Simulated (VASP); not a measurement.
# VASP 6.6.1 run: Mg2Ge

INCAR

```
EDIFF = 1E-7
ISIF = 2
NELM = 120
IBRION = -1
NSW = 0
ENCUT = 520
LASPH = .TRUE.
GGA = PE
ALGO = All
LREAL = .TRUE.
NBANDS = 16
SIGMA = 0.02
NELECT = 18.5
LCHARG = .FALSE.
ISMEAR = -1
PREC = Accurate
LWAVE = .FALSE.
```

KPOINTS

```
KPOINTS created by Atomic Simulation Environment
0
Gamma
8 8 8
0 0 0
```

POSCAR

```
Ge Mg
 1.0000000000000000
     0.0000000000000000    3.3104252870000002    3.3104252870000002
     3.3104252870000002    0.0000000000000000    3.3104252870000002
     3.3104252870000002    3.3104252870000002    0.0000000000000000
 Ge  Mg
   1   2
Cartesian
  0.0000000000000000  0.0000000000000000  0.0000000000000000
  1.6552126435000001  1.6552126435000001  1.6552126435000001
  4.9656379304999998  4.9656379304999998  4.9656379304999998
```

The recommended PBE PAW datasets give the neutral cell 18 valence electrons.

Command

```
mpirun -np 1 vasp_std
```

Problem. How does this run end, and what does it give?

Solution. It converged. Results: pressure 3.1 GPa.

OSZICAR

```
N       E                     dE             d eps       ncg     rms           ort
DAV:   1     0.891765101431E+02    0.89177E+02   -0.88677E+03   464   0.220E+03
DAV:   2     0.456916099953E+01   -0.84607E+02   -0.81642E+02   464   0.415E+02
DAV:   3    -0.660902281949E+01   -0.11178E+02   -0.11131E+02   464   0.912E+01
DAV:   4    -0.695804257117E+01   -0.34902E+00   -0.34898E+00   464   0.163E+01
DAV:   5    -0.696581397142E+01   -0.77714E-02   -0.77712E-02   464   0.265E+00
SDA:   6    -0.596708986937E+01    0.99872E+00   -0.77712E-02   464   0.181E+01   0.000E+00
CGA:   7    -0.638432349556E+01   -0.41723E+00   -0.41676E+00   464   0.678E+00   0.944E-02
CGA:   8    -0.648485320715E+01   -0.10053E+00   -0.10068E+00   464   0.606E-01   0.667E-04
CGA:   9    -0.651099642425E+01   -0.26143E-01   -0.25942E-01   464   0.102E-01   0.725E-03
CGA:  10    -0.651442589359E+01   -0.34295E-02   -0.34305E-02   464   0.417E-02  -0.717E-05
CGA:  11    -0.651522959210E+01   -0.80370E-03   -0.80291E-03   464   0.659E-03  -0.217E-04
CGA:  12    -0.651543723333E+01   -0.20764E-03   -0.20799E-03   464   0.101E-03  -0.393E-05
CGA:  13    -0.651547142366E+01   -0.34190E-04   -0.34342E-04   464   0.261E-04  -0.145E-05
CGA:  14    -0.651547819436E+01   -0.67707E-05   -0.68086E-05   464   0.727E-05  -0.216E-05
CGA:  15    -0.651548014177E+01   -0.19474E-05   -0.19456E-05   464   0.119E-05   0.380E-07
CGA:  16    -0.651548057937E+01   -0.43760E-06   -0.43491E-06   464   0.257E-06   0.241E-07
SDA:  17    -0.651548067419E+01   -0.94812E-07   -0.11014E-06   464   0.182E-06  -0.986E-07
   1 F= -.65154807E+01 E0= -.65146214E+01  d E =-.171861E-02
```

The cell is charged and sits in a uniform background.

For comparison, a separate PBE run of the intended cell, on usual settings and not on those above, gives a gap of 0.23 eV on its mesh and a pressure of -3.9 GPa.
